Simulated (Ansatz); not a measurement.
**Ga: reading a single point**

```
Ga
1.0
     0.00000    2.83923    0.00000
     2.83923    0.00000    0.00000
     1.41962    1.41962   -2.25379
Ga
1
Direct
  0.00000 0.00000 0.00000
```

Single point in Ansatz 0.2.0 with PBE, no spin polarisation. Cutoff 420 eV, PAW datasets, 15×15×15 Γ-centred k mesh, fermi-dirac filling (width 0.1 eV).

Electronic structure: It is a metal, with about 0.36 states/eV a cell as the mean within 0.25 eV of the Fermi level, mostly Ga p (67 %) and Ga s (31 %).
Contacts: Ga–Ga at 2.84 Å: least valence density 0.21 e/Å³ and ELF 0.41 there. These are pseudo-fields; inside the PAW spheres they differ from the all-electron ones.
Stress: The pressure is 2.4 GPa (compression positive), so with the atoms held at these fractions the cell would first expand.

Origin: a database entry at a rescaled volume.
